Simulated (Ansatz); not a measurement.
Au: do energies and stresses tell the same story?

The calculation used DFT r2SCAN, scalar-relativistic, plane waves, PAW (Ansatz 0.2.0).

Settings: cutoff 500 eV, Γ-centred mesh 18×18×10 on the computed 2-atom cell, Gaussian smearing of 0.10 eV; no spin polarisation.

Relaxed cell: P6_3/mmc, a = 2.890 Å, b = 2.890 Å, c = 4.865 Å, α = 90.00°, β = 90.00°, γ = 120.00°, 2 atoms in the primitive cell. This form isn't the element's structure at ambient conditions.

Energies at zero smearing and pressures from the stress tensor, at volumes with shape and atoms relaxed:
```tsv
V (Å³/atom)	E − E(first) (meV/atom)	P (GPa)
15.485	0.00	27.63
16.013	-75.42	18.45
16.541	-123.41	10.99
17.069	-149.28	4.93
17.597	-157.27	0.00
18.125	-150.55	-4.04
18.653	-131.68	-7.32
19.357	-91.75	-10.70
```

Question: Check P = −dE/dV between neighbouring volumes, and get the bulk modulus from the pressures alone.

Answer: With 1 eV/Å³ = 160.2 GPa:
```
middle V (Å³/atom)  −ΔE/ΔV (GPa) mean P (GPa)
            15.749        22.889        23.041
            16.277        14.566        14.722
            16.805         7.852         7.962
            17.333         2.425         2.464
            17.861        -2.041        -2.023
            18.389        -5.728        -5.683
            19.005        -9.087        -9.011
```

The two differ by 0.16 GPa at most. The mean of two end pressures misses the average over a step by about ΔV² P″/12, up to 0.16 GPa here; with that taken off 0.05 GPa remains. The stress is the derivative of the free energy, not of the energy at zero smearing, and with free energies 0.01 GPa remains. Around V = 17.597 Å³/atom, the two neighbours give B = −V ΔP/ΔV = 17.597 × 8.97 / 1.056 = 149.6 GPa, against B0 = 148.5 GPa from the Birch–Murnaghan fit of the energies.

Spin–orbit coupling is left out, which can shift energies with elements as heavy as these.